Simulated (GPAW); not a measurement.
CdSe (Cadmoselite):

```xyz
4
Lattice="4.3000 0.0000 0.0000 -2.1500 3.7239 0.0000 0.0000 0.0000 7.0200" Properties=species:S:1:pos:R:3 pbc="T T T"
Cd    2.1500    1.2413    3.5100
Cd    0.0000    2.4826    0.0000
Se    2.1500    1.2413    6.2127
Se    0.0000    2.4826    2.7027
```

- Program: GPAW 26.7.0
- Task: relaxation of cell and atoms
- Functional: PBE
- Dispersion: D3(BJ)
- Potentials or basis: GPAW PAW data sets (gpaw-data 1.2.1)
- Cutoff: 600 eV
- Basis: pw
- k mesh: 5 × 5 × 3
- Occupations: fermi-dirac, width 0.05 eV
- Spin: no spin polarisation

At the start: pressure 0.8 GPa; volume 28.10 Å³/atom.

Q: Where does the relaxation end?

A: Over 12 steps the energy falls by 5.8 meV/atom and the volume is 28.47 Å³/atom (+1.3 %); space group P6_3mc (No. 186, to 0.05 Å).

Step by step:
| step | energy change (eV) | largest force (eV/Å) | pressure (GPa) | volume (Å³) |
| --- | --- | --- | --- | --- |
| 1 | 0.0000 | 0.2867 | 0.75 | 112.41 |
| 2 | -0.0062 | 0.2471 | 0.65 | 112.57 |
| 3 | -0.0223 | 0.0135 | 0.14 | 113.51 |
| 4 | -0.0224 | 0.0047 | 0.15 | 113.50 |
| 5 | -0.0225 | 0.0117 | 0.13 | 113.54 |
| 6 | -0.0228 | 0.0228 | 0.02 | 113.77 |
| 7 | -0.0229 | 0.0202 | -0.06 | 113.95 |
| 8 | -0.0230 | 0.0124 | -0.10 | 114.04 |
| 9 | -0.0230 | 0.0055 | -0.11 | 114.06 |
| 10 | -0.0231 | 0.0036 | -0.10 | 114.05 |
| 11 | -0.0232 | 0.0104 | -0.07 | 113.97 |
| 12 | -0.0232 | 0.0087 | -0.03 | 113.87 |

Final structure:
```
Cd Se
1.0
     4.31854    0.00000    0.00000
    -2.15927    3.73997    0.00000
     0.00000    0.00000    7.05027
Cd Se
2 2
Direct
  0.66667 0.33333 0.50493
  0.33333 0.66667 0.00493
  0.66667 0.33333 0.88006
  0.33333 0.66667 0.38006
```

Caveat: later steps reuse the first step's grids.
